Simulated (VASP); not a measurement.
Set up this calculation in VASP 6.6.1, as the native input.

```
Task                   : single point
Functional             : PBE
Dispersion             : D3(BJ)
Potentials or basis    : VASP PAW PBE potentials, release 64 (Sn_d, O)
Cutoff                 : 520 eV
k mesh                 : 7 × 7 × 1
Occupations            : gaussian, width 0.05 eV
Spin                   : no spin polarisation
Dipole correction      : yes
Further INCAR settings : ALGO = Fast; EDIFF = 1e-07; NBANDS = 50
```

The structure of SnO lies in POSCAR:

```
SnO
1.0
    3.8206509079      0.0000053603      0.0000000000
   -0.0000052472      3.8206509079      0.0000000000
    0.0000000000      0.0000000000     22.2280089981
Sn O
4 4
Direct
    0.9998502662      0.9998502662      0.2024472817
    0.4998491692      0.4998491692      0.3087997895
    0.4998491692      0.9998491692      0.4932517573
    0.9998502662      1.4998502662      0.5996042650
    0.9998512723      0.4998508145      0.2556235141
    0.4998508145      0.9998512723      0.2556235141
    0.4998481630      1.4998486208      0.5464279896
    0.9998486208      0.9998481630      0.5464279896
```

The cell isn't the ideal one: upper layer slid by (0/8, 4/8) of the cell.

One way to write it, as run:

INCAR

```
SYSTEM = SnO
PREC = Accurate
ENCUT = 520
EDIFF = 1E-7
ISMEAR = 0
SIGMA = 0.05
LREAL = .False.
LASPH = .True.
NELM = 100
ALGO = Fast
ISIF = 2
LWAVE = .False.
LCHARG = .True.
LDIPOL = .True.
IDIPOL = 3
DIPOL = 0.5 0.5 0.401
GGA = PE
IVDW = 12
LELF = .True.
LVHAR = .True.
LVACPOTAV = .True.
NBANDS = 50
```

KPOINTS

```
regular mesh
0
Gamma
  7 7 1
  0 0 0
```

Potentials or basis: VASP PAW PBE potentials, release 64 (Sn_d, O).

Run with:

```sh
$ cat potpaw_PBE.64/Sn_d/POTCAR potpaw_PBE.64/O/POTCAR > POTCAR
$ mpirun -np 1 vasp_std > vasp.out
```

Results of the run:

| Property | Result |
| --- | --- |
| Largest force | 0.121 eV/Å |
| Band gap on the k mesh | 2.40 eV, indirect (least direct gap 2.55 eV) |
| Dispersion energy per atom | -0.156 eV |
| Ionisation potential of the upper face | 5.11 eV |

Caveat: spin-orbit coupling is left out, which moves the levels of the heavy elements.

Run time: 3.6 min on 1 thread of Intel(R) Xeon(R) 6975P-C (Granite Rapids) (shared host), peak memory 0.45 GiB.
